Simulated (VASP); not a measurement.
# SrTiO3 (Pm-3m) in VASP: settings compared, part 2 of 2

VASP 6.6.1. Earlier steps stand in the parts before.

### 4 Relaxation of cell and atoms, r2SCAN

File INCAR:

```
SYSTEM = SrTiO3
  PREC = Accurate
  ENCUT = 600
  EDIFF = 1E-6
  ISMEAR = 0
  SIGMA = 0.03
  LREAL = .FALSE.
  LASPH = .TRUE.
  NELM = 80
  ALGO = Normal
  ISIF = 3
  LWAVE = .FALSE.
  LCHARG = .FALSE.
  METAGGA = R2SCAN
  LMIXTAU = .TRUE.
  IBRION = 2
  NSW = 90
  EDIFFG = -0.01
```

File KPOINTS:

```
Automatic mesh
0
G
  8 8 8
  0 0 0
```

File POSCAR:

```
SrTiO3
1.0
    3.9052800000      0.0000000000      0.0000000000
    0.0000000000      3.9052800000      0.0000000000
    0.0000000000      0.0000000000      3.9052800000
Sr Ti O
1 1 3
Direct
    0.5000000000      0.5000000000      0.5000000000
    0.0000000000      0.0000000000      0.0000000000
    0.5000000000      0.0000000000      0.0000000000
    0.0000000000      0.5000000000      0.0000000000
    0.0000000000      0.0000000000      0.5000000000
```

Launch:

```sh
cat potpaw_PBE.64/Sr_sv/POTCAR potpaw_PBE.64/Ti_sv/POTCAR potpaw_PBE.64/O/POTCAR > POTCAR
mpirun -np 1 vasp_std > vasp.out
```

It took 3 min on 1 thread of Intel Xeon 6975P-C (Granite Rapids), shared host; peak memory 0.23 GiB.

It converged, with:

```yaml
Free_energy: -63.3383 eV
Relaxed_volume: 11.98 Å³/atom
Relaxed_cell: a = 3.912 Å, b = 3.912 Å, c = 3.912 Å, α = 90.00°, β = 90.00°, γ = 90.00°
Space_group_after_relaxing_to_0.05_Å: Pm-3m (No. 221)
Energy_gained_by_relaxing: 0.2 meV/atom
Ionic_steps: 3
Pressure_after_relaxing: 0.0 GPa
Band_gap_on_the_k_mesh: 2.27 eV, indirect (least direct gap 2.65 eV)
```

The path:
```
step  energy change (eV)  largest force (eV/Å)  pressure (GPa)  volume (Å³)
   1              0.0000                0.0000            1.02        59.56
   2              0.0001                0.0000           -1.05        60.22
   3             -0.0010                0.0000            0.01        59.88
```

Final structure:
```
CELL_PARAMETERS angstrom
3.91220 0.00000 0.00000
0.00000 3.91220 0.00000
0.00000 0.00000 3.91220
ATOMIC_POSITIONS crystal
Sr 0.50000 0.50000 0.50000
Ti 0.00000 0.00000 0.00000
O 0.50000 0.00000 0.00000
O 0.00000 0.50000 0.00000
O 0.00000 0.00000 0.50000
```

Levels at points of the mesh, in eV from the valence-band top:
| k point | band 18 | band 19 | band 20 | band 21 | band 22 | band 23 |
| --- | --- | --- | --- | --- | --- | --- |
| (0.00, 0.00, 0.00) | -0.39 | -0.39 | -0.39 | 2.27 | 2.27 | 2.27 |
| (0.50, 0.00, 0.00) | -1.99 | -0.77 | -0.77 | 2.43 | 4.15 | 4.15 |
| (0.50, 0.50, 0.00) | -1.60 | -1.60 | -0.09 | 4.16 | 4.16 | 4.64 |
| (0.50, 0.50, 0.50) | 0.00 | 0.00 | 0.00 | 4.85 | 4.85 | 4.85 |

Caveat: the PAW data sets were made with another functional, which shifts forces and pressure a little.

### 5 Relaxation of cell and atoms, r2SCAN

This run uses another cell than the first one, of 11.98 Å³/atom, 1.005 times its volume.

INCAR: that of step 4 with these lines changed.

```diff
@@ -3,3 +3,3 @@
   ENCUT = 600
-  EDIFF = 1E-6
+  EDIFF = 1E-7
   ISMEAR = 0
@@ -17,2 +17,2 @@
   NSW = 90
-  EDIFFG = -0.01
+  EDIFFG = -0.005
```

KPOINTS is that of step 4.

File POSCAR:

```
SrTiO3                                  
1.0
    3.9121963107     -0.0000000000      0.0000000000
   -0.0000000000      3.9121963107      0.0000000000
   -0.0000000000     -0.0000000000      3.9121963107
  Sr              Ti              O             
     1     1     3
Direct
     0.5000000000000000    0.5000000000000000    0.5000000000000000
     0.0000000000000000    0.0000000000000000    0.0000000000000000
     0.5000000000000000    0.0000000000000000    0.0000000000000000
     0.0000000000000000    0.5000000000000000    0.0000000000000000
     0.0000000000000000    0.0000000000000000    0.5000000000000000
```

Potentials or basis: VASP PAW PBE potentials, release 64 (Sr_sv, Ti_sv, O).

Launch:

```sh
cat potpaw_PBE.64/Sr_sv/POTCAR potpaw_PBE.64/Ti_sv/POTCAR potpaw_PBE.64/O/POTCAR > POTCAR
mpirun -np 1 vasp_std > vasp.out
```

OUTCAR:

```text
SYSTEM = SrTiO3
   PREC = Accurate
   ENCUT = 600
   EDIFF = 1E-7
   ISMEAR = 0
   LREAL = .FALSE.
   LASPH = .TRUE.
   NELM = 80
   ISIF = 3
   METAGGA = R2SCAN
   IBRION = 2
   NSW = 90
   EDIFFG = -0.005

 ion  position               nearest neighbor table
   1  0.500  0.500  0.500-   3 2.77   4 2.77   5 2.77   3 2.77   4 2.77   3 2.77   5 2.77   3 2.77
                             4 2.77   5 2.77   4 2.77   5 2.77   2 3.39   2 3.39   2 3.39   2 3.39
   2  0.000  0.000  0.000-   3 1.96   4 1.96   5 1.96   5 1.96   4 1.96   3 1.96   1 3.39   1 3.39
                             1 3.39   1 3.39   1 3.39   1 3.39   1 3.39   1 3.39
   3  0.500  0.000  0.000-   2 1.96   2 1.96   1 2.77   1 2.77   1 2.77   1 2.77
   4  0.000  0.500  0.000-   2 1.96   2 1.96   1 2.77   1 2.77   1 2.77   1 2.77
   5  0.000  0.000  0.500-   2 1.96   2 1.96   1 2.77   1 2.77   1 2.77   1 2.77

  LATTYP: Found a simple cubic cell.
 ALAT       =     3.9121963107

  Lattice vectors:

 A1 = (   3.9121963107,   0.0000000000,   0.0000000000)
 A2 = (   0.0000000000,   3.9121963107,   0.0000000000)
 A3 = (   0.0000000000,   0.0000000000,   3.9121963107)

Analysis of symmetry for initial positions (statically):
=====================================================================
 Subroutine PRICEL returns:
 Original cell was already a primitive cell.

 Routine SETGRP: Setting up the symmetry group for a
 simple cubic supercell.

 Subroutine GETGRP returns: Found 48 space group operations
 (whereof 48 operations were pure point group operations)
 out of a pool of 48 trial point group operations.

The static configuration has the point symmetry O_h .

Analysis of symmetry for dynamics (positions and initial velocities):
=====================================================================
 Subroutine PRICEL returns:
 Original cell was already a primitive cell.

 Routine SETGRP: Setting up the symmetry group for a
 simple cubic supercell.
[... 134 lines left out ...]
  Thomas-Fermi vector in A             =   2.550886
   LORBIT       =      0    0 simple, 1 ext, 2 COOP (PROOUT), +10 PAW based schemes
   METAGGA = R2SCAN    functional components
   LHFCALC =     F    Hartree Fock is set to
   AEXX    =    0.0000 exact exchange contribution
   IVDW    =     0    specifies the selected vdW correction
   LEPSILON=     F    determine dielectric tensor
   LRPA    =     F    only Hartree local field effects (RPA)
 conjugate gradient relaxation of ions
 non-spin polarized calculation
 Gauss-broadening in eV      SIGMA  =   0.03
  energy-cutoff  :      600.00
  volume of cell :       59.88
 maximum number of plane-waves:      2021
 NGX is ok and might be reduce to    32
   NGX = 15   NGY = 15   NGZ = 15

 number of electron      39.9999977 magnetization

 Free energy of the ion-electron system (eV)
  ---------------------------------------------------
  ext. energy  EPLUGINS =         0.00000000
  ---------------------------------------------------
  free energy    TOTEN  =       -63.33914259 eV

  energy without entropy =      -63.33914259  energy(sigma->0) =      -63.33914259

 E-fermi :   3.9374     XC(G=0): -11.9018

 val. band max:        3.8018525655   @ k =   0.5000   0.5000   0.5000
 cond. band min:       6.0674761370   @ k =   0.0000   0.0000   0.0000
 fundamental gap:      2.2656235715
 Fermi energy:         3.9374344394

 k-point     1 :       0.0000    0.0000    0.0000
  band No.  band energies     occupation
      1     -54.8952      2.00000
      2     -30.0886      2.00000
      3     -30.0886      2.00000
      4     -30.0886      2.00000
      5     -30.0840      2.00000
      6     -14.5962      2.00000
[... 637 lines left out ...]
     23       8.3471      0.00000
     24       9.8789      0.00000

 [... further k-points ...]

------------------------ aborting loop because EDIFF is reached ----------------------------------------

  FORCE on cell =-STRESS in cart. coord.  units (eV):
  Direction    XX          YY          ZZ          XY          YZ          ZX
  --------------------------------------------------------------------------------------
  -------------------------------------------------------------------------------------
  Total        0.0024663      0.0024663      0.0024663     -0.0000000      0.0000000     -0.0000000
  in kB        0.0659931      0.0659931      0.0659931     -0.0000000      0.0000000     -0.0000000
  external PRESSURE =       0.0659931 kB  Pullay stress =       0.0000000 kB

 VOLUME and BASIS-vectors are now :
 -----------------------------------------------------------------------------
  energy-cutoff  :      600.00
  volume of cell :       59.88
      direct lattice vectors                 reciprocal lattice vectors
     3.912196311  0.000000000  0.000000000     0.255610895  0.000000000  0.000000000
     0.000000000  3.912196311  0.000000000     0.000000000  0.255610895  0.000000000
     0.000000000  0.000000000  3.912196311     0.000000000  0.000000000  0.255610895

 POSITION                                       TOTAL-FORCE (eV/Angst)
 -----------------------------------------------------------------------------------
      1.95610      1.95610      1.95610         0.000000      0.000000      0.000000
      0.00000      0.00000      0.00000         0.000000      0.000000      0.000000
      1.95610      0.00000      0.00000         0.000000      0.000000      0.000000
      0.00000      1.95610      0.00000         0.000000      0.000000      0.000000
      0.00000      0.00000      1.95610         0.000000      0.000000      0.000000
 -----------------------------------------------------------------------------------
    total drift:                                0.000000      0.000000     -0.000000

  FREE ENERGIE OF THE ION-ELECTRON SYSTEM (eV)
  ---------------------------------------------------
  free  energy   TOTEN  =       -63.3391425903 eV

  energy  without entropy=      -63.3391425903  energy(sigma->0) =      -63.33914259

 reached required accuracy - stopping structural energy minimisation
```

OSZICAR:

```text
N       E                     dE             d eps       ncg     rms          rms(c)
DAV:   1     0.451227251083E+03    0.45123E+03   -0.23827E+04  1680   0.205E+03
DAV:   2    -0.344539672761E+02   -0.48568E+03   -0.47758E+03  1992   0.529E+02
DAV:   3    -0.834963200370E+02   -0.49042E+02   -0.48281E+02  2096   0.161E+02
DAV:   4    -0.861952263020E+02   -0.26989E+01   -0.26964E+01  2744   0.329E+01
[... 14 lines left out ...]
DAV:  19    -0.633391431047E+02   -0.10992E-05   -0.77109E-06  2456   0.163E-02    0.593E-03
DAV:  20    -0.633391434520E+02   -0.34731E-06   -0.14988E-07  1432   0.336E-03    0.616E-03
DAV:  21    -0.633391424096E+02    0.10424E-05   -0.12121E-06  2040   0.148E-02    0.365E-03
DAV:  22    -0.633391425809E+02   -0.17129E-06   -0.42846E-07  1520   0.811E-03    0.284E-03
DAV:  23    -0.633391425903E+02   -0.94014E-08   -0.15047E-07  1016   0.487E-03
   1 F= -.63339143E+02 E0= -.63339143E+02  d E =-.633391E+02
```

CONTCAR:

```text
SrTiO3
   1.00000000000000
     3.9121963107000002    0.0000000000000000    0.0000000000000000
     0.0000000000000000    3.9121963107000002    0.0000000000000000
     0.0000000000000000    0.0000000000000000    3.9121963107000002
  Sr              Ti              O
     1     1     3
Direct
     0.5000000000000000    0.5000000000000000    0.5000000000000000
     0.0000000000000000    0.0000000000000000    0.0000000000000000
     0.5000000000000000    0.0000000000000000    0.0000000000000000
     0.0000000000000000    0.5000000000000000    0.0000000000000000
     0.0000000000000000    0.0000000000000000    0.5000000000000000

  0.00000000E+00  0.00000000E+00  0.00000000E+00
  0.00000000E+00  0.00000000E+00  0.00000000E+00
  0.00000000E+00  0.00000000E+00  0.00000000E+00
  0.00000000E+00  0.00000000E+00  0.00000000E+00
  0.00000000E+00  0.00000000E+00  0.00000000E+00
```

Run time: 1.9 min. Hardware: 1 thread of Intel Xeon 6975P-C (Granite Rapids), shared host; peak memory 0.22 GiB.

Results:

- Free energy: -63.3391 eV
- Pressure after relaxing: 0.0 GPa
- Band gap on the k mesh: 2.27 eV, indirect (least direct gap 2.65 eV)

Final structure:
```yaml
crystal:
  lattice:
    - [3.91220, 0.00000, 0.00000]
    - [0.00000, 3.91220, 0.00000]
    - [0.00000, 0.00000, 3.91220]
  atoms:
    - { symbol: Sr, position: [0.50000, 0.50000, 0.50000] }
    - { symbol: Ti, position: [0.00000, 0.00000, 0.00000] }
    - { symbol: O, position: [0.50000, 0.00000, 0.00000] }
    - { symbol: O, position: [0.00000, 0.50000, 0.00000] }
    - { symbol: O, position: [0.00000, 0.00000, 0.50000] }
```

Caveat: the relaxation stopped at its first step, so nothing moved; the PAW data sets were made with another functional, which shifts forces and pressure a little. A k mesh can miss the band edges.

### 6 Relaxation of cell and atoms, LDA

File INCAR:

```
SYSTEM = SrTiO3
PREC = Accurate ; ENCUT = 600
EDIFF = 1E-6 ; ISMEAR = 0
SIGMA = 0.03 ; LREAL = .False.
LASPH = .True. ; NELM = 80
ALGO = Normal ; ISIF = 3
LWAVE = .False. ; LCHARG = .False.
GGA = CA ; IBRION = 2
NSW = 90 ; EDIFFG = -0.01
```

File KPOINTS:

```
regular mesh
0
Gamma
  8 8 8
  0 0 0
```

File POSCAR:

```
SrTiO3
1.0
    3.9052800000      0.0000000000      0.0000000000
    0.0000000000      3.9052800000      0.0000000000
    0.0000000000      0.0000000000      3.9052800000
Sr Ti O
1 1 3
Direct
    0.5000000000      0.5000000000      0.5000000000
    0.0000000000      0.0000000000      0.0000000000
    0.5000000000      0.0000000000      0.0000000000
    0.0000000000      0.5000000000      0.0000000000
    0.0000000000      0.0000000000      0.5000000000
```

Potentials or basis: VASP PAW LDA potentials, release 64 (Sr_sv, Ti_sv, O).

Launch:

```sh
cat potpaw_LDA.64/Sr_sv/POTCAR potpaw_LDA.64/Ti_sv/POTCAR potpaw_LDA.64/O/POTCAR > POTCAR
mpirun -np 1 vasp_std > vasp.out
```

Wall time 1.8 min (1 thread of Intel Xeon Platinum 8488C (Sapphire Rapids), shared host); peak memory 0.2 GiB.

Results (log left out):

| Quantity | Value |
| --- | --- |
| Free energy | -44.1898 eV |
| Relaxed volume | 11.50 Å³/atom |
| Relaxed cell | a = 3.860 Å, b = 3.860 Å, c = 3.860 Å, α = 90.00°, β = 90.00°, γ = 90.00° |
| Space group after relaxing (to 0.05 Å) | Pm-3m (No. 221) |
| Energy gained by relaxing | 8.7 meV/atom |
| Ionic steps | 3 |
| Pressure after relaxing | -0.1 GPa |
| Band gap on the k mesh | 1.81 eV, indirect (least direct gap 2.15 eV) |

Step by step:
| step | energy change (eV) | largest force (eV/Å) | pressure (GPa) | volume (Å³) |
| --- | --- | --- | --- | --- |
| 1 | 0.0000 | 0.0000 | -6.66 | 59.56 |
| 2 | 0.0079 | 0.0000 | 8.11 | 55.39 |
| 3 | -0.0435 | 0.0000 | -0.06 | 57.52 |

Final structure:
```
Sr Ti O
1.0
     3.86010    0.00000    0.00000
     0.00000    3.86010    0.00000
     0.00000    0.00000    3.86010
Sr Ti O
1 1 3
Direct
  0.50000 0.50000 0.50000
  0.00000 0.00000 0.00000
  0.50000 0.00000 0.00000
  0.00000 0.50000 0.00000
  0.00000 0.00000 0.50000
```

Levels at points of the mesh, in eV from the valence-band top:
```tsv
k point	band 16	band 17	band 18	band 19	band 20	band 21	band 22	band 23	band 24
(0.00, 0.00, 0.00)	-1.25	-1.25	-0.34	-0.34	-0.34	1.81	1.81	1.81	4.57
(0.50, 0.00, 0.00)	-2.49	-2.49	-2.16	-0.73	-0.73	2.01	3.92	3.92	4.62
(0.50, 0.50, 0.00)	-3.06	-1.71	-1.62	-1.62	-0.10	3.93	3.93	4.39	5.64
(0.50, 0.50, 0.50)	-3.88	-3.88	0.00	0.00	0.00	4.65	4.65	4.65	6.98
```

### 7 Relaxation of cell and atoms, LDA

This run uses another cell than the first one, of 11.50 Å³/atom, 0.966 times its volume.

File INCAR:

```
SYSTEM = SrTiO3
PREC = Accurate ; ENCUT = 600
EDIFF = 1E-7 ; ISMEAR = 0
SIGMA = 0.03 ; LREAL = .False.
LASPH = .True. ; NELM = 80
ALGO = Normal ; ISIF = 3
LWAVE = .False. ; LCHARG = .False.
GGA = CA ; IBRION = 2
NSW = 90 ; EDIFFG = -0.005
```

KPOINTS is that of step 6.

File POSCAR:

```
SrTiO3                                  
1.0
    3.8601041381     -0.0000000000      0.0000000000
    0.0000000000      3.8601041381      0.0000000000
   -0.0000000000     -0.0000000000      3.8601041381
  Sr              Ti              O             
     1     1     3
Direct
     0.5000000000000000    0.5000000000000000    0.5000000000000000
     0.0000000000000000    0.0000000000000000    0.0000000000000000
     0.5000000000000000    0.0000000000000000    0.0000000000000000
     0.0000000000000000    0.5000000000000000    0.0000000000000000
     0.0000000000000000    0.0000000000000000    0.5000000000000000
```

Launch:

```sh
cat potpaw_LDA.64/Sr_sv/POTCAR potpaw_LDA.64/Ti_sv/POTCAR potpaw_LDA.64/O/POTCAR > POTCAR
mpirun -np 1 vasp_std > vasp.out
```

It took 57 s on 1 thread of Intel Xeon Platinum 8488C (Sapphire Rapids), shared host; peak memory 0.19 GiB.

The run converged. Its results:

| Property | Result |
| --- | --- |
| Free energy | -44.1847 eV |
| Pressure after relaxing | 0.0 GPa |
| Band gap on the k mesh | 1.81 eV, indirect (least direct gap 2.15 eV) |

Final structure:
```cif
data_structure
_symmetry_space_group_name_H-M 'P 1'
_symmetry_Int_Tables_number 1
_cell_length_a 3.8601
_cell_length_b 3.8601
_cell_length_c 3.8601
_cell_angle_alpha 90.000
_cell_angle_beta 90.000
_cell_angle_gamma 90.000
_cell_volume 57.52
loop_
_atom_site_label
_atom_site_type_symbol
_atom_site_fract_x
_atom_site_fract_y
_atom_site_fract_z
_atom_site_occupancy
Sr1 Sr 0.50000 0.50000 0.50000 1
Ti1 Ti 0.00000 0.00000 0.00000 1
O1 O 0.50000 0.00000 0.00000 1
O2 O 0.00000 0.50000 0.00000 1
O3 O 0.00000 0.00000 0.50000 1
```

Levels at points of the mesh, in eV from the valence-band top:
| k point | band 17 | band 18 | band 19 | band 20 | band 21 | band 22 | band 23 | band 24 |
| --- | --- | --- | --- | --- | --- | --- | --- | --- |
| (0.00, 0.00, 0.00) | -1.25 | -0.34 | -0.34 | -0.34 | 1.81 | 1.81 | 1.81 | 4.57 |
| (0.50, 0.00, 0.00) | -2.49 | -2.16 | -0.73 | -0.73 | 2.01 | 3.92 | 3.92 | 4.61 |
| (0.50, 0.50, 0.00) | -1.71 | -1.62 | -1.62 | -0.10 | 3.93 | 3.93 | 4.39 | 5.64 |
| (0.50, 0.50, 0.50) | -3.88 | 0.00 | 0.00 | 0.00 | 4.65 | 4.65 | 4.65 | 6.98 |

Caveat: the relaxation stopped at its first step, so nothing moved.

### 8 Summary

| level | potentials or basis | gap on the mesh (eV) | pressure (GPa) |
| --- | --- | --- | --- |
| PBE | VASP PAW PBE potentials, release 64 (Sr_sv, Ti_sv, O) | 1.81 | -0.1 |
| r2SCAN | VASP PAW PBE potentials, release 64 (Sr_sv, Ti_sv, O) | 2.27 | 0.0 |
| LDA | VASP PAW LDA potentials, release 64 (Sr_sv, Ti_sv, O) | 1.81 | 0.0 |

Alike in all rows: task relaxation of cell and atoms; no spin polarisation; cell relaxed; k mesh 8 × 8 × 8; cutoff (eV) 600; smearing gaussian 0.03 eV.

Caveats: the relaxation stopped at its first step, so nothing moved; the PAW data sets were made with another functional, which shifts forces and pressure a little (some runs).

Absolute energies hang on the potentials; compare differences alone.
